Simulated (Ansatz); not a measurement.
# Fe: the cost of one run

Computed with Ansatz 0.2.0 (DFT PBE, scalar-relativistic, plane waves, PAW, unless a step's input says otherwise).

## 1. The system as given

The structure is hexagonal, space group P6_3/mmc (No. 194). The conventional cell has a = 3.656 Å, b = 3.656 Å, c = 5.674 Å, α = 90.00°, β = 90.00°, γ = 120.00°. Around Y (site symmetry -6m2) lie 12 Y at 3.54 to 3.66 Å.

Coordinates:

```
Y
1.0
     3.65648    0.00000    0.00000
    -1.82824    3.16661    0.00000
     0.00000    0.00000    5.67401
Y
2
Direct
  0.33333 0.66667 0.25000
  0.66667 0.33333 0.75000
```

This cell was relaxed beforehand with the same method: volume 32.85 Å³/atom, gap on the mesh none (metal).

## 2. Swap Y → Fe

The start of Fe: fractional positions of relaxed Y, cell scaled by 0.778, a guess from tabulated radii. Atoms that may carry a moment start with parallel spins.

## 3. Probe: one point at the start (Fe)

input.yaml

```yaml
crystal:
  lattice:
    - [2.843362594, 0.0, 0.0]
    - [-1.421681297, 2.4624242386, 0.0]
    - [0.0, 0.0, 4.4122423927]
  atoms:
    - { symbol: Fe, position: [0.3333333333, 0.6666666667, 0.25], spin: 4.0 }
    - { symbol: Fe, position: [0.6666666667, 0.3333333333, 0.75], spin: 4.0 }
basis:
  ecutwfc: 420
kpoints:
  mp_grid: { grid: [9, 9, 4] }
hamiltonian:
  xc: pbe
scf:
  occupations: { method: gaussian, width: 0.1 }
  lower_state_search: "off"
output:
  forces: true
  stress: true
  eigenvalues: true
  populations: true
magnetization:
  spin_polarized: true
```

What time and memory should one allow on 1 thread of an x86-64 CPU, shared host?

About 1.6 s, with a peak of 0.37 GiB.
